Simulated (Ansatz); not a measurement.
**Nb: how the settings move a single-point run**

How sensitive is a single-point run of Nb to its settings? A reference run comes first, then one run with altered input.

Method: reference: DFT, PBE, PAW with Ansatz's default frozen-core files, scalar-relativistic, in Ansatz 0.2.0.

## (1) Starting point

It takes space group Fm-3m (No. 225, cubic). The conventional cell has a = 4.265 Å, b = 4.265 Å, c = 4.265 Å, α = 90.00°, β = 90.00°, γ = 90.00°. Nb (site symmetry m-3m) is surrounded by 12 Nb at 3.02 Å.

Structure file:

```
CELL_PARAMETERS angstrom
0.00000 2.13248 2.13248
2.13248 0.00000 2.13248
2.13248 2.13248 0.00000
ATOMIC_POSITIONS crystal
Nb 0.00000 0.00000 0.00000
```

## (2) Reference

The input, input.yaml:

```yaml
crystal:
  lattice:
    - [0.0, 2.1324801315, 2.1324801315]
    - [2.1324801315, 0.0, 2.1324801315]
    - [2.1324801315, 2.1324801315, 0.0]
  atoms:
    - { symbol: Nb, position: [0.0, 0.0, 0.0] }
kpoints:
  mp_grid: { grid: [13, 13, 13] }
scf:
  occupations: { method: fermi_dirac, width: 0.08 }
hamiltonian:
  xc: pbe
  pseudopotentials: { kind: paw }
output:
  forces: true
  stress: true
  eigenvalues: true
  efg: { contact_densities: true }
  write_density: true
  write_potential: true
  elf: true
  volumetric_format: npy
```

Launch:

```
> ansatz run input.yaml --threads 1 --pin off --max-ram 2048MiB --backend cpu --events-out ev --progress --plain --runs-dir out
```

## (3) Changed: mp_grid.shift [0.5, 0.5, 0.5], preconditioner resta

Changes to input.yaml since step 2:

```diff
@@ -8,5 +8,6 @@
 kpoints:
-  mp_grid: { grid: [13, 13, 13] }
+  mp_grid: { grid: [13, 13, 13], shift: [0.5, 0.5, 0.5] }
 scf:
   occupations: { method: fermi_dirac, width: 0.08 }
+  mixing: { preconditioner: resta }
 hamiltonian:
@@ -19,5 +20 @@
   efg: { contact_densities: true }
-  write_density: true
-  write_potential: true
-  elf: true
-  volumetric_format: npy
```

Q: Predict the outcome of this session. Wanted: for each run, ending; energy change; pressure; gap; force.

As calculated:

| run | ending | energy change | pressure (GPa) | gap (eV) | force (eV/Å) | cycles | time |
| --- | --- | --- | --- | --- | --- | --- | --- |
| reference | converged | 0 | -4.9 | 0.00 | 0.00 | 6 | 2.4 s |
| 1: mp_grid.shift [0.5, 0.5, 0.5], preconditioner resta | converged | +0.6 meV/atom | -5.0 | 0.00 | 0.00 | 6 | 3.3 s |

Times don't compare one to one where runs were asked for different outputs or read a saved state (see the inputs); cycles may leave out searches for a lower state.

Residual by cycle in the longest SCF loop of each run; runs are numbered as in the table. The quantity is the density residual dr2, in eV.

| cycle | reference | run 1 |
| --- | --- | --- |
| 1 | 3.4e-4 | 3.3e-4 |
| 2 | 1.5e-4 | 9.3e-5 |
| 3 | 9.7e-6 | 7.8e-6 |
| 4 | 8.2e-7 | 4.3e-7 |
| 5 | 3.6e-8 | 3.9e-8 |
| 6 | 9.1e-10 | 8.7e-12 |

What this shows: Changing the k-point mesh and mixing moves the energy by +0.6 meV/atom. The energy is not variational in the mesh, so the sign tells nothing.
